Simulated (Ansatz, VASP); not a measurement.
## Sb: VASP beside Ansatz

Contents of INCAR:

```
SYSTEM = Sb
  PREC = Accurate
  ENCUT = 520
  EDIFF = 1E-6
  ISMEAR = 0
  SIGMA = 0.15
  LREAL = .FALSE.
  LASPH = .TRUE.
  NELM = 100
  ALGO = Normal
  ISIF = 2
  LWAVE = .FALSE.
  LCHARG = .FALSE.
  NBANDS = 8
```

Contents of KPOINTS:

```
regular mesh
0
G
  18 18 18
  0 0 0
```

File POSCAR:

```
Sb
1.0
    0.0000000000      2.2526803955      2.3712425216
    2.3712425216      0.0000000000      2.3712425216
    2.3712425216      2.2526803955      0.0000000000
Sb
1
Direct
    0.0000000000      0.0000000000      0.0000000000
```

Input for Ansatz:

```yaml
crystal:
  lattice:
    - [0.0, 2.2526803955, 2.3712425216]
    - [2.3712425216, 0.0, 2.3712425216]
    - [2.3712425216, 2.2526803955, 0.0]
  atoms:
    - { symbol: Sb, position: [0.0, 0.0, 0.0] }
basis:
  ecutwfc: 420
kpoints:
  mp_grid: { grid: [18, 18, 18] }
hamiltonian:
  xc: lda
scf:
  occupations: { method: gaussian, width: 0.15 }
output:
  forces: true
  stress: true
  eigenvalues: true
```

Change from the starting cell: strain -0.0500 x Voigt [0, 1, 0, 0, 0, 0], atoms carried along.

Alike in both runs: task single point; functional LDA; k mesh 18 × 18 × 18; occupations gaussian, width 0.15 eV; no spin polarisation.

|  | VASP | Ansatz |
| --- | --- | --- |
| version | VASP 6.6.1 | Ansatz 0.2.0 |
| potentials or method | VASP PAW LDA potentials, release 64 (Sb) | scalar-relativistic, plane waves, PAW |
| plane-wave cutoff (eV) | 520 | 420 |
| valence electrons in the cell | 5 | 15 |

|  | VASP | Ansatz | Ansatz less VASP |
| --- | --- | --- | --- |
| gap on the k mesh at the Fermi level (eV) | none | none | - |
| pressure (GPa) | 1.3 | 1.1 | -0.14 |
| largest component of the traceless stress (GPa) | 0.95 | 0.95 | +0.001 |

A gap of «none» marks a metal or a gap that the smearing closes. The two sets of potentials don't hold the same shells in valence.

Spin-orbit coupling is left out, which matters for the levels of Sb.
